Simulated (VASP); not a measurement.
Zn: equation of state with r2SCAN

Zn:

```
Zn
1.0
     0.00000    1.92539    1.92539
     1.92539    0.00000    1.92539
     1.92539    1.92539    0.00000
Zn
1
Direct
  0.00000 0.00000 0.00000
```

This isn't the form of Zn at room conditions, which is hcp.

- Program: VASP 6.6.1
- Task: equation of state
- Functional: r2SCAN
- Potentials or basis: VASP PAW PBE potentials, release 64 (Zn)
- Cutoff: 520 eV
- k mesh: 10 × 10 × 10
- Occupations: fermi-dirac, width 0.05 eV
- Spin: no spin polarisation

| Item | Value |
| --- | --- |
| Equilibrium volume | 14.27 Å³/atom (rough: see the caveat) |
| Bulk modulus | 87 GPa (rough) |

Energy against volume, from the lowest point:
```tsv
volume (Å³/atom)	energy (meV/atom)
13.704	7.13
13.990	1.70
14.275	0.00
14.561	1.59
14.846	5.46
```

All runs of the series together: 2.9 min on 1 thread of Intel(R) Xeon(R) Platinum 8259CL CPU @ 2.50GHz (Skylake/Cascade Lake) (shared host).

Caveat: the fit is doubtful: noisy points or a state that changes with volume; the PAW data sets were made with another functional, which shifts forces and pressure a little.
